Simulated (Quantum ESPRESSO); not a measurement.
Crystal: MnO.

```
Mn O
1.0
     0.00000    2.22391    2.22391
     2.22391    0.00000    2.22391
     2.22391    2.22391    0.00000
Mn O
1 1
Direct
  0.00000 0.00000 0.00000
  0.50000 0.50000 0.50000
```

The cell is a database's computed one.

* Program: Quantum ESPRESSO 7.5
* Task: Hubbard U by linear response
* Functional: PBEsol
* Potentials or basis: GBRV 1.5 PBEsol
* Cutoff: 612 eV
* Density cutoff: 4898 eV
* k mesh: 8 × 8 × 8
* Occupations: fermi-dirac, width 0.05 eV
* Spin: collinear spin, ferromagnetic start
* Starting moments: [4.0, 0.0] μB
* Hubbard terms: Mn d U = 0.0001 eV
* Start of the occupations: default
* Hubbard projectors: ortho-atomic
* Mixing beta: 0.3
* Most SCF iterations: 120
* SCF threshold: 4e-10 Ry
* q mesh: 2 × 2 × 2

**Question.** What Hubbard parameters does linear response give?

**Answer.** U = 5.54 eV on Mn 3d. The values belong to these projectors, potentials and this ground state, and don't carry over to other codes.

Hubbard U from linear response:
```csv
site,manifold,U (eV)
1,Mn-3d,5.54
```
On the first site the bare response is -0.290 and the screened one -0.106 eV⁻¹.

Eigenvalues of the final occupation matrices:
| site | spin | trace | eigenvalues |
| --- | --- | --- | --- |
| Mn 1 3d | 1 | 4.88 | 0.95 0.95 0.99 0.99 0.99 |
| Mn 1 3d | 2 | 0.45 | 0.07 0.07 0.07 0.11 0.11 |

Caveat: a cell with one magnetic atom can't hold antiferromagnetic order, which such compounds often take.
